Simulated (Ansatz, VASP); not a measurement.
**Two plane-wave programs on MgO**

```xyz
4
Lattice="3.4541 0.0000 0.0000 -1.7270 2.9913 0.0000 0.0000 0.0000 4.2925" Properties=species:S:1:pos:R:3 pbc="T T T"
Mg    1.7270    0.9489    3.2193
Mg    0.0000    2.0424    1.0731
O     1.7270    1.0326    1.0731
O     0.0000    1.9587    3.2193
```

Change from the starting cell: mode 5 frozen in at -0.049 Å, strain +e along z and -e/2 along x and y +0.0233.

Alike in both runs: task single point; functional PBEsol; k mesh 9 × 9 × 6; occupations gaussian, width 0.05 eV; no spin polarisation.

|  | VASP | Ansatz |
| --- | --- | --- |
| version | VASP 6.6.1 | Ansatz 0.2.0 |
| potentials or method | VASP PAW PBE potentials, release 64 (Mg, O) | scalar-relativistic, plane waves, PAW |
| plane-wave cutoff (eV) | 520 | 520 |
| valence electrons in the cell | 16 | 32 |

|  | VASP | Ansatz | Ansatz less VASP |
| --- | --- | --- | --- |
| gap on the k mesh at the Fermi level (eV) | 3.21 | 3.22 | +0.009 |
| least direct gap on the mesh (eV) | 3.21 | 3.22 | +0.009 |
| pressure (GPa) | -0.2 | 0.2 | +0.40 |
| largest component of the traceless stress (GPa) | 3.70 | 3.59 | -0.106 |
| rms of the force components (eV/Å) | 0.167 | 0.165 | -0.0019 |

Atom by atom the forces differ by 0.002 eV/Å (rms over components). With one functional, cell and mesh, what is left measures potentials, basis and numerics. The two sets of potentials don't hold the same shells in valence. Ansatz warned: «pseudo_functional_mismatch».

Caveats: the PAW data sets were made with another functional, which shifts forces and pressure a little (VASP).
